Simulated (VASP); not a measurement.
# Ta2H (C222) in VASP: notebook, part 2 of 2

VASP 6.6.1. Earlier steps stand in the parts before.

## (4) Single point, PBEsol

INCAR reads:

```
PREC = Accurate
ENCUT = 520
EDIFF = 1E-6
ISMEAR = 0
SIGMA = 0.5
LREAL = False
LASPH = True
NELM = 100
ALGO = Normal
ISIF = 2
LWAVE = False
LCHARG = True
GGA = PS
LELF = True
LVHAR = True
NBANDS = 18
```

KPOINTS reads:

```
Automatic mesh
0
Gamma
  16 16 10
```

POSCAR reads:

```
Ta2H
1.0
    1.6883400000     -2.3657800000      0.0000000000
    1.6883400000      2.3657800000      0.0000000000
    0.0000000000      0.0000000000      4.7617500000
Ta H
2 1
Direct
    1.0000000000      0.5000000000      0.2644300000
    0.5000000000      0.0000000000      0.7355700000
    0.0000000000      0.0000000000      1.0000000000
```

Potentials or basis: VASP PAW PBE potentials, release 64 (Ta_pv, H).

Launch:

```sh
cat potpaw_PBE.64/Ta_pv/POTCAR potpaw_PBE.64/H/POTCAR > POTCAR
mpirun -np 1 vasp_std > vasp.out
```

OUTCAR:

```text
PREC = Accurate
   ENCUT = 520
   EDIFF = 1E-6
   ISMEAR = 0
   LREAL = False
   LASPH = True
   NELM = 100
   ISIF = 2
   GGA = PS

 ion  position               nearest neighbor table
   1  0.000  0.500  0.264-   3 1.92   3 1.92   2 2.81   2 2.81   2 3.03   2 3.03   2 3.26   2 3.26
                             2 3.46   2 3.46
   2  0.500  0.000  0.736-   3 1.92   3 1.92   1 2.81   1 2.81   1 3.03   1 3.03   1 3.26   1 3.26
                             1 3.46   1 3.46
   3  0.000  0.000  0.000-   1 1.92   2 1.92   1 1.92   2 1.92

  LATTYP: Found a base centered orthorhombic cell.
 ALAT       =     3.3766800000
 B/A-ratio  =     1.4012461945
 C/A-ratio  =     1.4101869292

  Lattice vectors:

 A1 = (   1.6883400000,  -2.3657800000,   0.0000000000)
 A2 = (   1.6883400000,   2.3657800000,   0.0000000000)
 A3 = (   0.0000000000,   0.0000000000,   4.7617500000)

Analysis of symmetry for initial positions (statically):
=====================================================================
 Subroutine PRICEL returns:
 Original cell was already a primitive cell.

 Routine SETGRP: Setting up the symmetry group for a
 base centered orthorhombic supercell.

 Subroutine GETGRP returns: Found  4 space group operations
 (whereof  4 operations were pure point group operations)
 out of a pool of  8 trial point group operations.

The static configuration has the point symmetry D_2 .

Analysis of symmetry for dynamics (positions and initial velocities):
=====================================================================
 Subroutine PRICEL returns:
 Original cell was already a primitive cell.

 Routine SETGRP: Setting up the symmetry group for a
 base centered orthorhombic supercell.

 Subroutine GETGRP returns: Found  4 space group operations
 (whereof  4 operations were pure point group operations)
 out of a pool of  8 trial point group operations.

[... 120 lines left out ...]
   IMIX   =      4    mixing-type and parameters
     AMIX     =   0.40;   BMIX     =  1.00
     AMIX_MAG =   1.60;   BMIX_MAG =  1.00
  volume/ion in A,a.u.               =      12.68        85.57
  Fermi-wavevector in a.u.,A,eV,Ry     =   1.384333  2.616010 26.073894  1.916377
  Thomas-Fermi vector in A             =   2.508847
   LORBIT       =      0    0 simple, 1 ext, 2 COOP (PROOUT), +10 PAW based schemes
   GGA     = PS    functional components
   LHFCALC =     F    Hartree Fock is set to
   AEXX    =    0.0000 exact exchange contribution
   IVDW    =     0    specifies the selected vdW correction
   LEPSILON=     F    determine dielectric tensor
   LRPA    =     F    only Hartree local field effects (RPA)
 non-spin polarized calculation
 Gauss-broadening in eV      SIGMA  =   0.50
  energy-cutoff  :      520.00
  volume of cell :       38.04
 maximum number of plane-waves:      1047
 NGX is ok and might be reduce to    24
   NGX = 11   NGY = 11   NGZ = 17

 number of electron      22.9999997 magnetization

 Free energy of the ion-electron system (eV)
  ---------------------------------------------------
  ext. energy  EPLUGINS =         0.00000000
  ---------------------------------------------------
  free energy    TOTEN  =       -29.05260111 eV

  energy without entropy =      -28.87062089  energy(sigma->0) =      -28.96161100

 E-fermi :   5.4833     XC(G=0): -12.7038

 val. band max:        5.4800417808   @ k =  -0.1250   0.1250   0.3000
 cond. band min:       5.4834046117   @ k =   0.1250  -0.0000   0.1000
 fundamental gap:      0.0033628309
 Fermi energy:         5.4833094739

 k-point     1 :       0.0000    0.0000    0.0000
  band No.  band energies     occupation
      1     -28.9822      2.00000
      2     -28.2347      2.00000
      3     -27.9265      2.00000
      4     -27.9262      2.00000
      5     -27.8992      2.00000
      6     -27.8628      2.00000
[... 481 lines left out ...]
      5     -27.9226      2.00000
      6     -27.8783      2.00000
[... 10 lines left out ...]
     17      10.0866      0.00000
     18      12.4795      0.00000

 [... further k-points ...]

------------------------ aborting loop because EDIFF is reached ----------------------------------------

  FORCE on cell =-STRESS in cart. coord.  units (eV):
  Direction    XX          YY          ZZ          XY          YZ          ZX
  --------------------------------------------------------------------------------------
  -------------------------------------------------------------------------------------
  Total        0.0893068      0.0636920      0.0839723      0.0000000      0.0000000      0.0000000
  in kB        3.7615271      2.6826522      3.5368444      0.0000000      0.0000000      0.0000000
  external PRESSURE =       3.3270079 kB  Pullay stress =       0.0000000 kB

 VOLUME and BASIS-vectors are now :
 -----------------------------------------------------------------------------
  energy-cutoff  :      520.00
  volume of cell :       38.04
      direct lattice vectors                 reciprocal lattice vectors
     1.688340000 -2.365780000  0.000000000     0.296148880 -0.211346786  0.000000000
     1.688340000  2.365780000  0.000000000     0.296148880  0.211346786  0.000000000
     0.000000000  0.000000000  4.761750000     0.000000000  0.000000000  0.210006825

 POSITION                                       TOTAL-FORCE (eV/Angst)
 -----------------------------------------------------------------------------------
      0.84417      1.18289      1.25915         0.000000      0.000000     -0.055067
      0.84417     -1.18289      3.50260        -0.000000     -0.000000      0.055067
      0.00000      0.00000      0.00000        -0.000000     -0.000000      0.000000
 -----------------------------------------------------------------------------------
    total drift:                                0.000000     -0.000000      0.000000

  FREE ENERGIE OF THE ION-ELECTRON SYSTEM (eV)
  ---------------------------------------------------
  free  energy   TOTEN  =       -29.0526011147 eV

  energy  without entropy=      -28.8706208893  energy(sigma->0) =      -28.96161100
```

stdout:

```text
POSCAR found type information on POSCAR TaH
 POSCAR found :  2 types and       3 ions
 scaLAPACK will be used
 -----------------------------------------------------------------------------
|                                                                             |
|                                                                             |
|     You enforced a specific xc type in the INCAR file but a different       |
|     I HOPE YOU KNOW WHAT YOU ARE DOING!                                     |
|                                                                             |
 -----------------------------------------------------------------------------

 LDA part: xc-table for (Slater+PW92), standard interpolation
 POSCAR, INCAR and KPOINTS ok, starting setup
 FFT: planning ... GRIDC
 FFT: planning ... GRID_SOFT
 FFT: planning ... GRID
 WAVECAR not read
 entering main loop
```

Run time: 2.9 min. Hardware: 1 thread of Intel Xeon Platinum 8488C (Sapphire Rapids), shared host; peak memory 0.37 GiB.

Results:

```yaml
Free_energy: -29.0526 eV
Pressure: 0.3 GPa
Largest_force: 0.055 eV/Å
Band_gap_on_the_k_mesh: none (metal or under the smearing width)
```

Forces on the atoms (eV/Å):
```
Ta   0.000  0.000 -0.055
Ta   0.000  0.000  0.055
H    0.000  0.000  0.000
```

Caveat: the PAW data sets were made with another functional, which shifts forces and pressure a little. Spin-orbit coupling is left out, which matters for the levels of Ta.

## (5) Single point, PBEsol

INCAR: that of step 4 with these lines changed.

```diff
@@ -1,6 +1,6 @@
 PREC = Accurate
-ENCUT = 520
+ENCUT = 900
 EDIFF = 1E-6
 ISMEAR = 0
-SIGMA = 0.5
+SIGMA = 0.1
 LREAL = False
```

KPOINTS is that of step 4.

POSCAR is that of step 4.

Potentials or basis: VASP PAW PBE potentials, release 64 (Ta_pv, H_h).

Launch:

```sh
cat potpaw_PBE.64/Ta_pv/POTCAR potpaw_PBE.64/H_h/POTCAR > POTCAR
mpirun -np 1 vasp_std > vasp.out
```

Run time: 7 min. Hardware: 1 thread of Intel Xeon Platinum 8488C (Sapphire Rapids), shared host; peak memory 0.67 GiB.

Results (log left out):

```
Free energy            : -28.9132 eV
Pressure               : 0.0 GPa
Band gap on the k mesh : none (metal or under the smearing width)
```

Levels at points of the mesh, in eV from the Fermi level:
| k point | band 10 | band 11 | band 12 | band 13 | band 14 | band 15 |
| --- | --- | --- | --- | --- | --- | --- |
| (0.00, 0.00, 0.00) | -0.62 | 0.30 | 0.31 | 0.74 | 3.19 | 3.49 |
| (0.50, 0.00, 0.00) | -1.78 | -0.80 | -0.79 | 2.82 | 3.01 | 4.22 |
| (0.50, 0.50, 0.00) | -2.29 | -0.07 | 3.34 | 3.83 | 6.07 | 6.18 |
| (0.00, 0.00, 0.50) | -1.13 | -0.75 | 0.34 | 2.39 | 3.01 | 3.03 |
| (0.50, 0.00, 0.50) | -1.73 | -0.41 | 1.02 | 3.15 | 3.25 | 4.32 |
| (0.50, 0.50, 0.50) | -2.11 | 0.36 | 0.41 | 0.75 | 1.57 | 6.09 |

Caveat: the PAW data sets were made with another functional, which shifts forces and pressure a little.

## (6) Single point, r2SCAN

INCAR: that of step 5 with these lines changed.

```diff
@@ -1,3 +1,3 @@
 PREC = Accurate
-ENCUT = 900
+ENCUT = 520
 EDIFF = 1E-6
@@ -12,3 +12,4 @@
 LCHARG = True
-GGA = PS
+METAGGA = R2SCAN
+LMIXTAU = True
 LELF = True
```

KPOINTS is that of step 5.

POSCAR is that of step 5.

Potentials or basis: VASP PAW PBE potentials, release 64 (Ta_pv, H).

Launch:

```sh
cat potpaw_PBE.64/Ta_pv/POTCAR potpaw_PBE.64/H/POTCAR > POTCAR
mpirun -np 1 vasp_std > vasp.out
```

Wall time 13 min (1 thread of Intel Xeon Platinum 8488C (Sapphire Rapids), shared host); peak memory 0.38 GiB.

The run converged. Its results:

```
Free energy            : -101.1596 eV
Pressure               : 4.1 GPa
Largest force          : 0.082 eV/Å
Band gap on the k mesh : none (metal or under the smearing width)
```

Forces in eV/Å, atoms in the order of the input:
```
Ta   0.000  0.000 -0.082
Ta   0.000  0.000  0.082
H    0.000  0.000  0.000
```

Stress tensor (GPa, compression positive):
```
5.00 0.00 0.00
0.00 3.82 0.00
0.00 0.00 3.61
```

Levels at points of the mesh, in eV from the Fermi level:
```
           k point  band 8  band 9  band 10  band 11  band 12  band 13  band 14  band 15  band 16  band 17
(0.00, 0.00, 0.00)   -4.72   -3.25    -0.77     0.38     0.38     0.81     3.55     3.82     3.97     4.62
(0.50, 0.00, 0.00)   -3.46   -2.81    -1.88    -0.90    -0.87     3.10     3.22     4.57     4.61     7.68
(0.50, 0.50, 0.00)   -4.71   -4.00    -2.40    -0.26     3.67     4.19     6.31     6.35     6.42     6.43
(0.00, 0.00, 0.50)   -6.21   -2.31    -1.15    -0.77     0.37     2.53     3.24     3.29     3.47     3.71
(0.50, 0.00, 0.50)   -4.67   -1.91    -1.78    -0.63     0.84     3.48     3.55     4.68     4.69     6.99
(0.50, 0.50, 0.50)   -3.21   -3.16    -2.21     0.38     0.40     0.87     1.75     6.35     6.79     7.03
```

Caveat: the PAW data sets were made with another functional, which shifts forces and pressure a little. The run has no spin-orbit coupling, so splittings on Ta are missing.

## (7) The runs side by side

```csv
level,potentials or basis,k mesh,cutoff (eV),smearing,gap on the mesh (eV),pressure (GPa),largest force (eV/Å)
PBEsol,"VASP PAW PBE potentials, release 64 (Ta_pv, H)",16 × 16 × 10,700,gaussian 0.1 eV,none,0.0,-
PBEsol,"VASP PAW PBE potentials, release 64 (Ta_pv, H)",22 × 22 × 14,520,gaussian 0.1 eV,none,0.0,0.01
PBEsol,"VASP PAW PBE potentials, release 64 (Ta_pv, H)",16 × 16 × 10,520,gaussian 0.5 eV,none,0.3,0.06
PBEsol,"VASP PAW PBE potentials, release 64 (Ta_pv, H_h)",16 × 16 × 10,900,gaussian 0.1 eV,none,0.0,-
r2SCAN,"VASP PAW PBE potentials, release 64 (Ta_pv, H)",16 × 16 × 10,520,gaussian 0.1 eV,none,4.1,0.08
```

Alike in all rows: task single point; no spin polarisation; cell as given.

Caveats: the PAW data sets were made with another functional, which shifts forces and pressure a little.

Absolute energies hang on the potentials; compare differences alone.
